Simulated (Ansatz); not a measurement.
Runs of Ansatz 0.2.0 on PtS2. Symmetry: P-3m1, No. 164, trigonal system. The conventional cell has a = 3.543 Å, b = 3.543 Å, c = 5.039 Å, α = 90.00°, β = 90.00°, γ = 120.00°. Around Pt (site symmetry -3m) lie 6 S at 2.34 Å. S (site symmetry 3m) has 3 Pt at 2.34 Å as nearest neighbours. 

| level | cutoff (eV) | gap on the mesh (eV) | pressure (GPa) | largest force (eV/Å) |
| --- | --- | --- | --- | --- |
| HF | 420 | (b) | 11.7 | 1.18 |
| r2SCAN0 | 500 | (a) | 5.7 | 0.90 |
| HSE06 | 420 | 1.93 | 7.0 | 0.90 |
| HSE03 | 420 | 1.77 | 7.4 | (c) |
| HSEsol | 420 | 1.88 | (d) | 0.74 |

Alike in all rows: task band structure; potentials or basis Ansatz PAW; no spin polarisation; cell as given; k mesh 5 × 5 × 3; smearing fermi-dirac 0.05 eV.

Q: Estimate the missing entries.

A: (a) 2.69; (b) 7.54; (c) 0.94; (d) 3.7.

Caveats: the k mesh misses the band edges, so the gap on the mesh is wider than the one along the path; spin-orbit coupling is left out, which moves the levels of the heavy elements; the PAW data sets come from PBE, with cores solved anew for the run's functional, which leaves a small shift of forces and pressure; the thresholds are loose for stress; forces of over 1 eV/Å show positions far from the minimum, so gaps and moduli don't describe the material at rest (some runs).

A k mesh can miss the band edges, and the runs leave out spin-orbit coupling on Pt.
